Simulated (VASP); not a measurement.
## Relaxed cell of Titanium: a test of cutoff and mesh

How far does the relaxed cell of Titanium depend on cutoff and k mesh? The starting structure is a measured crystal structure from the Crystallography Open Database.

Main program and level: VASP 6.6.1; Kohn-Sham DFT with plane waves and PAW; PBEsol.

**1. The starting structure**

The structure is cubic, space group Im-3m (No. 229). Conventional cell: a = 3.282 Å, b = 3.282 Å, c = 3.282 Å, α = 90.00°, β = 90.00°, γ = 90.00°. Ti has 8 Ti at 2.84 Å nearest.

**2. Reference relaxation**

This run starts from the cell of an earlier relaxation, which isn't shown; the restart sets up the plane waves anew.

The input, INCAR:

```
SYSTEM = Ti
PREC = Accurate
ENCUT = 450
EDIFF = 1E-06
NELM = 100
ISMEAR = 1
SIGMA = 0.1
LREAL = .FALSE.
ALGO = Normal
GGA = PS
NBANDS = 12
LORBIT = 11
LWAVE = .FALSE.
LCHARG = .FALSE.
KPAR = 2
IBRION = 2
NSW = 50
ISIF = 3
EDIFFG = -0.01
```

The input, POSCAR:

```
Ti
1.0
   -1.6018973510      1.6018973510      1.6018973510
    1.6018973510     -1.6018973510      1.6018973510
    1.6018973510      1.6018973510     -1.6018973510
Ti
1
Direct
    0.0000000000      0.0000000000      0.0000000000
```

The input, KPOINTS:

```
Automatic mesh
0
Gamma
12 12 12
0 0 0
```

Potentials, in the order of the species: Ti_sv (PBE family, release 64).

Command:

```
$ mpirun -np 2 vasp_std
```

Log:

```text
[banner, memory and clock lines left out]
running    2 mpi-ranks, on    1 nodes
 distrk:  each k-point on    1 cores,    2 groups
 distr:  one band on    1 cores,    1 groups

 POSCAR found type information on POSCAR Ti
 POSCAR found :  1 types and       1 ions
|                                                                             |
|               ----> ADVICE to this user running VASP <----                  |
|                                                                             |
|     You enforced a specific xc type in the INCAR file but a different       |
|     [... a line on the potential file left out ...]
|     I HOPE YOU KNOW WHAT YOU ARE DOING!                                     |
|                                                                             |

 LDA part: xc-table for (Slater+PW92), standard interpolation
 POSCAR, INCAR and KPOINTS ok, starting setup
 FFT: planning ... GRIDC
 FFT: planning ... GRID_SOFT
 FFT: planning ... GRID
 WAVECAR not read
 entering main loop
       N       E                     dE             d eps       ncg     rms          rms(c)
DAV:   1     0.819435306844E+02    0.81944E+02   -0.59856E+03  1752   0.111E+03
DAV:   2    -0.555081501586E+01   -0.87494E+02   -0.85182E+02  1776   0.283E+02
DAV:   3    -0.922762054022E+01   -0.36768E+01   -0.36377E+01  2328   0.605E+01
DAV:   4    -0.930277534556E+01   -0.75155E-01   -0.75117E-01  1956   0.786E+00
DAV:   5    -0.930443989987E+01   -0.16646E-02   -0.16645E-02  2036   0.105E+00    0.912E+00
DAV:   6    -0.823238381245E+01    0.10721E+01   -0.24620E+00  1900   0.223E+01    0.231E+00
DAV:   7    -0.822544980425E+01    0.69340E-02   -0.86747E-02  2052   0.318E+00    0.131E+00
DAV:   8    -0.823567339172E+01   -0.10224E-01   -0.38484E-02  1824   0.230E+00    0.119E-01
DAV:   9    -0.823600946682E+01   -0.33608E-03   -0.29254E-03  2108   0.534E-01    0.795E-02
DAV:  10    -0.823607055042E+01   -0.61084E-04   -0.24637E-04  1904   0.174E-01    0.144E-02
DAV:  11    -0.823604851447E+01    0.22036E-04   -0.19455E-05  2012   0.636E-02    0.564E-03
DAV:  12    -0.823604826405E+01    0.25042E-06   -0.32007E-07  1180   0.719E-03
   1 F= -.82360483E+01 E0= -.82359639E+01  d E =-.823605E+01
 curvature:   0.00 expect dE= 0.000E+00 dE for cont linesearch  0.000E+00
 trial: gam= 0.00000 g(F)=  0.727E-62 g(S)=  0.405E-04 ort = 0.000E+00 (trialstep = 0.100E+01)
 search vector abs. value=  0.405E-04
 bond charge predicted
       N       E                     dE             d eps       ncg     rms          rms(c)
DAV:   1    -0.823713737622E+01   -0.10889E-02   -0.20596E-02  2104   0.205E+00    0.293E-01
DAV:   2    -0.823603550489E+01    0.11019E-02   -0.30376E-03  2072   0.761E-01    0.625E-02
DAV:   3    -0.823600647264E+01    0.29032E-04   -0.32966E-04  2256   0.132E-01    0.206E-02
DAV:   4    -0.823603061244E+01   -0.24140E-04   -0.40334E-05  2256   0.428E-02    0.122E-02
DAV:   5    -0.823605230193E+01   -0.21689E-04   -0.40820E-05  2352   0.276E-02    0.105E-02
DAV:   6    -0.823605492458E+01   -0.26226E-05   -0.32584E-06  1780   0.164E-02    0.183E-03
DAV:   7    -0.823605522671E+01   -0.30213E-06   -0.39410E-07  1268   0.503E-03
   2 F= -.82360552E+01 E0= -.82359501E+01  d E =-.696265E-05
 trial-energy change:   -0.000007  1 .order   -0.000007   -0.000040    0.000027
 step:   0.6034(harm=  0.6034)  dis= 0.00000  next Energy=    -8.236060 (dE=-0.122E-04)
 bond charge predicted
       N       E                     dE             d eps       ncg     rms          rms(c)
DAV:   1    -0.823623085815E+01   -0.17593E-03   -0.32393E-03  2088   0.814E-01    0.116E-01
DAV:   2    -0.823606018367E+01    0.17067E-03   -0.47877E-04  2084   0.302E-01    0.245E-02
DAV:   3    -0.823605511883E+01    0.50648E-05   -0.51383E-05  2240   0.520E-02    0.815E-03
DAV:   4    -0.823605841350E+01   -0.32947E-05   -0.62646E-06  2216   0.169E-02    0.489E-03
DAV:   5    -0.823606117298E+01   -0.27595E-05   -0.64630E-06  2320   0.110E-02    0.418E-03
DAV:   6    -0.823606128754E+01   -0.11456E-06   -0.47267E-07  1172   0.647E-03
   3 F= -.82360613E+01 E0= -.82359647E+01  d E =-.130235E-04
 curvature:  -0.30 expect dE=-0.421E-06 dE for cont linesearch -0.421E-06
 trial: gam= 0.00000 g(F)=  0.435E-61 g(S)=  0.139E-05 ort =-0.751E-05 (trialstep = 0.921E+00)
 search vector abs. value=  0.139E-05
 reached required accuracy - stopping structural energy minimisation
```

Elapsed: 5 s, on 2 MPI ranks of Intel Xeon 6975P-C (Granite Rapids), shared host; peak memory 0.24 GiB.

The logs omit lines about the potential files and the build; timing stands in the text.

OUTCAR, selected parts (step 2):

```text
ion  position               nearest neighbor table
   1  0.000  0.000  0.000-

  LATTYP: Found a body centered cubic cell.
 ALAT       =     3.2037947020

 Subroutine GETGRP returns: Found 48 space group operations
 (whereof 48 operations were pure point group operations)

The static configuration has the point symmetry O_h .

 Found     72 irreducible k-points:

   k-points           NKPTS =     72   k-points in BZ     NKDIM =     72   number of bands    NBANDS=     12

   dimension x,y,z NGX =    20 NGY =   20 NGZ =   20
   dimension x,y,z NGXF=    40 NGYF=   40 NGZF=   40

   ENCUT  =  450.0 eV  33.07 Ry    5.75 a.u.   4.80  4.80  4.80*2*pi/ulx,y,z

   NELECT =      12.0000    total number of electrons

 k-points in reciprocal lattice and weights: Automatic mesh
   0.00000000  0.00000000  0.00000000       0.001
   0.08333333  0.00000000  0.00000000       0.007
   0.16666667  0.00000000  0.00000000       0.007
   0.25000000  0.00000000  0.00000000       0.007
   0.33333333  0.00000000  0.00000000       0.007
   0.41666667  0.00000000  0.00000000       0.007
   0.50000000  0.00000000  0.00000000       0.003
   0.08333333  0.08333333  0.00000000       0.014
   0.16666667  0.08333333  0.00000000       0.028
[...]
0.50000000  0.50000000  0.41666667       0.007
   0.50000000  0.50000000  0.50000000       0.001

 average (electrostatic) potential at core
       1 -71.4619

 E-fermi :   8.5650

 k-point     1 :       0.0000    0.0000    0.0000
  band No.  band energies     occupation
      1     -47.6312      2.00000
      2     -23.5107      2.00000
      3     -23.5107      2.00000
      4     -23.5107      2.00000
      5       2.4872      2.00000
      6       9.5875     -0.00000
      7       9.5875     -0.00000
      8       9.5875     -0.00000
      9      11.4868      0.00000
     10      11.4868      0.00000
    ...

 k-point     2 :       0.0833    0.0000    0.0000
  band No.  band energies     occupation
      1     -47.6199      2.00000
      2     -23.5680      2.00000
      3     -23.5280      2.00000
      4     -23.5111      2.00000
      5       2.7377      2.00000
      6       9.4706     -0.00000
      7       9.5513     -0.00000
      8       9.7741     -0.00000
      9      11.3544      0.00000
     10      11.4942      0.00000
    ...

 k-point     3 :       0.1667    0.0000    0.0000
  band No.  band energies     occupation
      1     -47.5892      2.00000
      2     -23.7225      2.00000
      3     -23.5753      2.00000
      4     -23.5122      2.00000
      5       3.4431      2.00000
      6       9.1659     -0.00000
      7       9.3630     -0.00000
      8      10.3096     -0.00000
      9      11.1588      0.00000
     10      11.5257      0.00000
    ...

  Total        0.0031041      0.0031041      0.0031041     -0.0000000     -0.0000000      0.0000000
  in kB        0.3029092      0.3029092      0.3029092     -0.0000000     -0.0000000      0.0000000
  external PRESSURE =       0.3029092 kB  Pullay stress =       0.0000000 kB

  energy-cutoff  :      450.00
  volume of cell :       16.42
      direct lattice vectors                 reciprocal lattice vectors
    -1.601117662  1.601117662  1.601117662     0.000000000  0.312281859  0.312281859
     1.601117662 -1.601117662  1.601117662     0.312281859  0.000000000  0.312281859
     1.601117662  1.601117662 -1.601117662     0.312281859  0.312281859  0.000000000

 POSITION                                       TOTAL-FORCE (eV/Angst)
 -----------------------------------------------------------------------------------
      0.00000      0.00000      0.00000        -0.000000      0.000000     -0.000000
 -----------------------------------------------------------------------------------
    total drift:                                0.000000     -0.000000      0.000000

  FREE ENERGIE OF THE ION-ELECTRON SYSTEM (eV)
  ---------------------------------------------------
  free  energy   TOTEN  =        -8.2360612875 eV

  energy  without entropy=       -8.2357714277  energy(sigma->0) =       -8.23596467

 reached required accuracy - stopping structural energy minimisation

 total charge
# of ion       s       p       d       tot
------------------------------------------
    1        2.255   6.119   1.964  10.339

[... 3 further parts left out ...]
```

CONTCAR:

```
Ti
   1.00000000000000
    -1.6011176620029850    1.6011176620029850    1.6011176620029850
     1.6011176620029850   -1.6011176620029850    1.6011176620029850
     1.6011176620029850    1.6011176620029850   -1.6011176620029850
  Ti
     1
Direct
     0.0000000000000000    0.0000000000000000    0.0000000000000000
```

The PAW data sets were made with PBE, which is usual practice but a small mismatch for other functionals. The run keeps the 48 symmetry operations of its start, so it cannot find a distortion of lower symmetry.

The reference relaxation ends at 16.418 Å³ an atom.

**3. Relaxation with a cutoff of 270 eV**

Against step 2 the input has ENCUT = 270. This run starts from the cell of an earlier relaxation, which isn't shown; the restart sets up the plane waves anew.

Edit INCAR of step 2 so:

```diff
@@ -2,3 +2,3 @@
 PREC = Accurate
-ENCUT = 450
+ENCUT = 270
 EDIFF = 1E-06
```

The input, POSCAR:

```
Ti
1.0
   -1.6021739077      1.6021739077      1.6021739077
    1.6021739077     -1.6021739077      1.6021739077
    1.6021739077      1.6021739077     -1.6021739077
Ti
1
Direct
    0.0000000000      0.0000000000      0.0000000000
```

KPOINTS is that of step 2.

Command:

```
$ mpirun -np 2 vasp_std
```

Log:

```text
[banner, memory and clock lines left out]
running    2 mpi-ranks, on    1 nodes
[...]
[... a notice as in an earlier step ...]

 LDA part: xc-table for (Slater+PW92), standard interpolation
 POSCAR, INCAR and KPOINTS ok, starting setup
[...]
entering main loop
       N       E                     dE             d eps       ncg     rms          rms(c)
DAV:   1     0.596176454610E+02    0.59618E+02   -0.45686E+03  1804   0.819E+02
DAV:   2    -0.731269790601E+01   -0.66930E+02   -0.65028E+02  1776   0.232E+02
DAV:   3    -0.926420280973E+01   -0.19515E+01   -0.19355E+01  2060   0.444E+01
DAV:   4    -0.930015096287E+01   -0.35948E-01   -0.35937E-01  1964   0.539E+00
[...]
DAV:  12    -0.821736166439E+01    0.10345E-05   -0.59792E-08   996   0.217E-03    0.726E-04
DAV:  13    -0.821735984320E+01    0.18212E-05   -0.92123E-08   880   0.136E-03    0.382E-04
DAV:  14    -0.821736016640E+01   -0.32320E-06   -0.11999E-08   900   0.749E-04
   1 F= -.82173602E+01 E0= -.82172774E+01  d E =-.821736E+01
[...]
DAV:   8    -0.821735235466E+01    0.61491E-06   -0.96911E-08   896   0.230E-03
   2 F= -.82173524E+01 E0= -.82171663E+01  d E =0.781174E-05
 trial-energy change:    0.000008  1 .order    0.000011   -0.000900    0.000922
 step:   0.4938(harm=  0.4938)  dis= 0.00000  next Energy=    -8.217582 (dE=-0.222E-03)
[...]
N       E                     dE             d eps       ncg     rms          rms(c)
DAV:   1    -0.822368896404E+01   -0.63360E-02   -0.11475E-01  2072   0.477E+00    0.687E-01
DAV:   2    -0.821726386385E+01    0.64251E-02   -0.16475E-02  2124   0.166E+00    0.138E-01
DAV:   3    -0.821727062894E+01   -0.67651E-05   -0.15328E-03  2324   0.276E-01    0.514E-02
DAV:   4    -0.821747603818E+01   -0.20541E-03   -0.19578E-04  2352   0.780E-02    0.314E-02
DAV:   5    -0.821756067848E+01   -0.84640E-04   -0.19981E-04  2656   0.528E-02    0.190E-02
DAV:   6    -0.821757644873E+01   -0.15770E-04   -0.46359E-06  1736   0.235E-02    0.153E-03
DAV:   7    -0.821758361899E+01   -0.71703E-05   -0.60882E-08   980   0.244E-03    0.815E-04
DAV:   8    -0.821758389954E+01   -0.28055E-06   -0.25322E-08   868   0.120E-03
   3 F= -.82175839E+01 E0= -.82174530E+01  d E =-.223733E-03
[...]
reached required accuracy - stopping structural energy minimisation
```

It took 2.6 s on 2 MPI ranks; peak memory 0.2 GiB.

OUTCAR, selected parts (step 3):

```text
  Total       -0.0005961     -0.0005961     -0.0005961     -0.0000000     -0.0000000      0.0000000
  in kB       -0.0583873     -0.0583873     -0.0583873     -0.0000000     -0.0000000      0.0000000
  external PRESSURE =      -0.0583873 kB  Pullay stress =       0.0000000 kB

 POSITION                                       TOTAL-FORCE (eV/Angst)
 -----------------------------------------------------------------------------------
      0.00000      0.00000     -0.00000        -0.000000      0.000000      0.000000
 -----------------------------------------------------------------------------------
    total drift:                                0.000000      0.000000     -0.000000

  FREE ENERGIE OF THE ION-ELECTRON SYSTEM (eV)
  ---------------------------------------------------
  free  energy   TOTEN  =        -8.2175838995 eV

  energy  without entropy=       -8.2171912696  energy(sigma->0) =       -8.21745302

[... 2 parts as in an earlier step ...]

[... 2 further parts left out ...]
[key lines of the parts left out:]
E-fermi :   8.6212
```

With a cutoff of 270 eV the cell ends at 16.358 Å³ an atom, -0.37 % from the reference.

**4. Relaxation with a 7×7×7 mesh**

Against step 2 the input has a 7×7×7 mesh. This run starts from the cell of an earlier relaxation, which isn't shown; the restart sets up the plane waves anew.

Edit INCAR of step 3 so:

```diff
@@ -2,3 +2,3 @@
 PREC = Accurate
-ENCUT = 270
+ENCUT = 450
 EDIFF = 1E-06
```

The input, POSCAR:

```
Ti
1.0
   -1.6109105803      1.6109105803      1.6109105803
    1.6109105803     -1.6109105803      1.6109105803
    1.6109105803      1.6109105803     -1.6109105803
Ti
1
Direct
    0.0000000000      0.0000000000      0.0000000000
```

The input, KPOINTS:

```
Automatic mesh
0
Gamma
7 7 7
0 0 0
```

Command:

```
$ mpirun -np 2 vasp_std
```

Log:

```text
[... set-up lines as in an earlier step ...]
 entering main loop
       N       E                     dE             d eps       ncg     rms          rms(c)
DAV:   1     0.782457819246E+02    0.78246E+02   -0.60140E+03   480   0.109E+03
DAV:   2    -0.550847342154E+01   -0.83754E+02   -0.81332E+02   488   0.280E+02
DAV:   3    -0.926522826949E+01   -0.37568E+01   -0.36818E+01   636   0.609E+01
DAV:   4    -0.934854228825E+01   -0.83314E-01   -0.83253E-01   564   0.820E+00
[...]
DAV:  10    -0.822207142337E+01   -0.79569E-04   -0.27455E-04   524   0.177E-01    0.146E-02
DAV:  11    -0.822205238030E+01    0.19043E-04   -0.27069E-05   564   0.784E-02    0.937E-03
DAV:  12    -0.822205193123E+01    0.44907E-06   -0.22204E-06   520   0.166E-02
   1 F= -.82220519E+01 E0= -.82220934E+01  d E =-.822205E+01
[...]
N       E                     dE             d eps       ncg     rms          rms(c)
DAV:   1    -0.822276920991E+01   -0.71683E-03   -0.13137E-02   568   0.165E+00    0.235E-01
DAV:   2    -0.822204176742E+01    0.72744E-03   -0.19834E-03   584   0.625E-01    0.496E-02
DAV:   3    -0.822202490209E+01    0.16865E-04   -0.19630E-04   652   0.943E-02    0.149E-02
DAV:   4    -0.822204001295E+01   -0.15111E-04   -0.26672E-05   596   0.313E-02    0.941E-03
DAV:   5    -0.822205412098E+01   -0.14108E-04   -0.26649E-05   672   0.218E-02    0.885E-03
DAV:   6    -0.822205592808E+01   -0.18071E-05   -0.21389E-06   480   0.140E-02    0.931E-04
DAV:   7    -0.822205594114E+01   -0.13066E-07   -0.11969E-07   280   0.277E-03
   2 F= -.82220559E+01 E0= -.82221091E+01  d E =-.400991E-05
 trial-energy change:   -0.000004  1 .order   -0.000004   -0.000026    0.000017
 step:   0.6022(harm=  0.6022)  dis= 0.00000  next Energy=    -8.222060 (dE=-0.786E-05)
 reached required accuracy - stopping structural energy minimisation
```

Run time: 2 s. Hardware: 2 MPI ranks; peak memory 0.23 GiB; 2.9 s of CPU time.

From OUTCAR (step 4):

```text
  Total        0.0088738      0.0088738      0.0088738      0.0000000      0.0000000      0.0000000
  in kB        0.8519057      0.8519057      0.8519057      0.0000000      0.0000000      0.0000000
  external PRESSURE =       0.8519057 kB  Pullay stress =       0.0000000 kB

 POSITION                                       TOTAL-FORCE (eV/Angst)
 -----------------------------------------------------------------------------------
      3.21973      0.00000      0.00000        -0.000000      0.000000      0.000000
 -----------------------------------------------------------------------------------
    total drift:                                0.000000     -0.000000      0.000000

  FREE ENERGIE OF THE ION-ELECTRON SYSTEM (eV)
  ---------------------------------------------------
  free  energy   TOTEN  =        -8.2220559411 eV

  energy  without entropy=       -8.2222153870  energy(sigma->0) =       -8.22210909

[... 1 part as in an earlier step ...]

[... 3 further parts left out ...]
[key lines of the parts left out:]
E-fermi :   8.3929
```

With a 7×7×7 mesh the cell ends at 16.689 Å³ an atom, +1.65 % from the reference.

[end of part 1 of 2]

[Lines on the potential files, build, host, timing and source positions are cut from VASP's logs without a mark.]

[Logs are printed without paths, hosts, clocks, repeated set-up lines and the standing remarks that a program may print on its own settings, such as how far it seeks lower states.]

[Hosts, paths, dates, database ids (printed as entryN), source tags and the programs' standing remarks are cut or masked in the printed files.]
